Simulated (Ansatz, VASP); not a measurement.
Ru in VASP and in Ansatz

INCAR

```
SYSTEM = Ru
AGGAC    = 1.0          
AGGAX    = 1.0          
ALDAC    = 0.0          
ALDAX    = 1.0          
ALGO     = Normal         ! electronic algorithm
EDIFF    = 1E-7           ! SCF threshold, eV
ENCUT    = 520            ! plane-wave cutoff, eV
GGA      = B5             ! functional
ISIF     = 2              ! what is computed and relaxed
ISMEAR   = -1             ! smearing method
LASPH    = .True.         ! aspherical terms in the spheres
LCHARG   = .False.        ! write CHGCAR
LREAL    = .False.        ! projectors in reciprocal space
LWAVE    = .False.        ! write WAVECAR
NBANDS   = 13             ! bands
NELM     = 100            ! most SCF steps
PREC     = Accurate       ! precision mode
SIGMA    = 0.1            ! smearing width, eV
```

Contents of KPOINTS:

```
k-points
0
Gamma
  16 16 16
  0 0 0
```

File POSCAR:

```
Ru
1.0
    0.0000000000      1.9097811657      1.9097811657
    1.9097811657      0.0000000000      1.9097811657
    1.9097811657      1.9097811657      0.0000000000
Ru
1
Direct
    0.0000000000      0.0000000000      0.0000000000
```

Input for Ansatz:

```yaml
crystal:
  lattice:
    - [0.0, 1.9097811657, 1.9097811657]
    - [1.9097811657, 0.0, 1.9097811657]
    - [1.9097811657, 1.9097811657, 0.0]
  atoms:
    - { symbol: Ru, position: [0.0, 0.0, 0.0] }
hamiltonian:
  xc: blyp
  pseudopotentials:
    kind: paw
    azcp:
      Ru: "pseudopotentials/Ru.paw.azcp"
basis:
  ecutwfc: 420
  fft_grid_basis: typed
kpoints:
  mp_grid: { grid: [16, 16, 16], shift: [0, 0, 0] }
magnetization:
  spin_polarized: false
scf:
  occupations: { method: fermi_dirac, width: 0.1 }
  lower_state_search: "off"
output:
  stress: true
```

Alike in both runs: task single point; functional BLYP; k mesh 16 × 16 × 16; occupations fermi-dirac, width 0.1 eV; no spin polarisation.

```csv
,VASP,Ansatz
version,VASP 6.6.1,Ansatz 0.2.0
potentials or method,"VASP PAW PBE potentials, release 64 (Ru_pv)","plane waves (420 eV) with PAW, scalar-relativistic"
plane-wave cutoff (eV),520,420
valence electrons in the cell,14,16
```

Ansatz gave:

```
pressure (GPa) : 11.8
```

Which values does VASP return?

Pressure (GPa): 12.5.

The two sets of potentials don't hold the same shells in valence.

Caveats: the PAW data sets were made with another functional, which shifts forces and pressure a little (VASP).
